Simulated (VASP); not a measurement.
TePb, 2 atoms in the cell. It takes space group Fm-3m (No. 225, cubic). The conventional cell has a = 6.454 Å, b = 6.454 Å, c = 6.454 Å, α = 90.00°, β = 90.00°, γ = 90.00°. Te (site symmetry m-3m) has 6 Pb at 3.23 Å as nearest neighbours. Pb (site symmetry m-3m) is surrounded by 6 Te at 3.23 Å. 

```yaml
Program: VASP 6.6.1
Task: single point
Functional: PBE
Potentials_or_basis: VASP PAW PBE potentials, release 64 (Te, Pb_d)
Cutoff: 520 eV
k_mesh: 6 × 6 × 6
Occupations: gaussian, width 0.1 eV
Spin: no spin polarisation
Dipole_correction: no
Further_INCAR_settings: ALGO = Fast; EDIFF = 1e-06; NBANDS = 17
```

Potentials or basis: VASP PAW PBE potentials, release 64 (Te, Pb_d).

Launch:

```sh
$ cat potpaw_PBE.64/Te/POTCAR potpaw_PBE.64/Pb_d/POTCAR > POTCAR
$ mpirun -np 1 vasp_std > vasp.out
```

Hardware: 1 thread of Intel(R) Xeon(R) 6975P-C (Granite Rapids), with other jobs on the host.

Q: How long does it take, and how much memory?

A: It took 11 s on 1 thread of Intel(R) Xeon(R) 6975P-C (Granite Rapids) (shared host), peak memory 0.2 GiB. Counts: scf iterations 13, k points 16.
